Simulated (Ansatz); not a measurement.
**Property card for ScAl₃**

Computed with DFT PBEsol, scalar-relativistic, plane waves, PAW in Ansatz 0.2.0.

Settings: cutoff 420 eV, Γ-centred mesh 10×10×10 on the computed 4-atom cell, Gaussian smearing of 0.10 eV; no spin polarisation.

The structure is relaxed at this level of theory with its symmetry kept. Whether it is the stable form of this composition wasn't checked.

```xyz
4
Lattice="4.0713 0.0000 0.0000 0.0000 4.0713 0.0000 0.0000 0.0000 4.0713" Properties=species:S:1:pos:R:3 pbc="T T T"
Sc    0.0000    0.0000    0.0000
Al    2.0356    0.0000    2.0356
Al    0.0000    2.0356    2.0356
Al    2.0356    2.0356    0.0000
```

Q: Formation energy from the elements' standard states (uncorrected)?

A: -0.472 eV/atom.

Q: Density of states at the Fermi level?

A: 1.30 states/eV per cell.

Q: Löwdin character within 0.5 eV of the Fermi level?

A: Sc 3d 42 %, Al 3p 42 %, Al 3s 10 %.

Q: Bulk modulus?

A: 92 GPa.

Q: Its pressure derivative?

A: 4.1.

Q: Bader charges (e)?

A: Sc (1 in the cell) 1.10, Al (3 in the cell) -0.37.